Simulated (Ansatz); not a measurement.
# Se: electron density at the nuclei under pressure

```
Se
1.0
     4.36620    0.00000    0.00000
    -2.18310    3.78124    0.00000
     0.00000    0.00000    4.95360
Se
3
Direct
  0.22540 0.00000 0.33333
  0.00000 0.22540 0.66667
  0.77460 0.77460 0.00000
```

Atom numbers follow the list: Se1, Se2, Se3.

The cell is COD entry 9012501, as deposited and not checked against the literature; nothing was relaxed.

Level of theory: Ansatz 0.2.0, DFT, PBEsol, all-electron PAW with datasets made for the crystal, scalar-relativistic.

Numerical set-up: a Γ-centred 6×6×5 k mesh, Fermi–Dirac smearing of 0.03 eV, cutoff 200 eV (chosen by the program for this cell), no spin polarisation.

The contact density is the mean electron density over the nuclear volume; its changes follow the s electrons' response to bonding and compression. Changes below are taken from the unscaled cell, where it is 262489 e/Å³ at Se1.

The datasets are made afresh for each cell, so very small changes are uncertain.

**Question.** Does compression raise or lower the contact density at Se1?

**Answer.** It lowers it, by 1.27 e/Å³ over the whole range.

**Question.** Tabulate the changes with volume.

**Answer.** 
```csv
V/V(cell),P (GPa),Δρ(0) Se1 (e/Å³)
0.9400,4.2,-0.68
0.9600,2.7,-0.45
0.9800,1.4,-0.22
0.9900,0.7,-0.11
1.0000,0.2,0.00
1.0100,-0.4,0.11
1.0200,-0.9,0.21
1.0400,-1.9,0.41
1.0600,-2.8,0.59
```
